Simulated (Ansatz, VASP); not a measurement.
# Two plane-wave programs on Au

```
Au
1.0
    -1.64760    1.64760    1.64760
     1.64760   -1.64760    1.64760
     1.64760    1.64760   -1.64760
Au
1
Cartesian
  0.0000 0.0000 0.0000
```

Alike in both runs: functional PBE; k mesh 16 × 16 × 16; occupations fermi-dirac, width 0.08 eV; no spin polarisation.

Ansatz relaxed the structure, and its values are those at the end. VASP's run is a single point on that final structure, the one shown.

|  | VASP | Ansatz |
| --- | --- | --- |
| version | VASP 6.6.1 | Ansatz 0.2.0 |
| potentials or method | VASP PAW PBE potentials, release 64 (Au) | PAW with Ansatz's default frozen-core files, scalar-relativistic |
| plane-wave cutoff (eV) | 520 | 420 |
| valence electrons in the cell | 11 | 19 |

Ansatz gave:

```
pressure (GPa) : 0.9
```

Q: What did VASP give for the same quantities?

A: Pressure (GPa): 0.6.

The two sets of potentials don't hold the same shells in valence.

The runs have no spin-orbit coupling, so splittings on Au are missing.
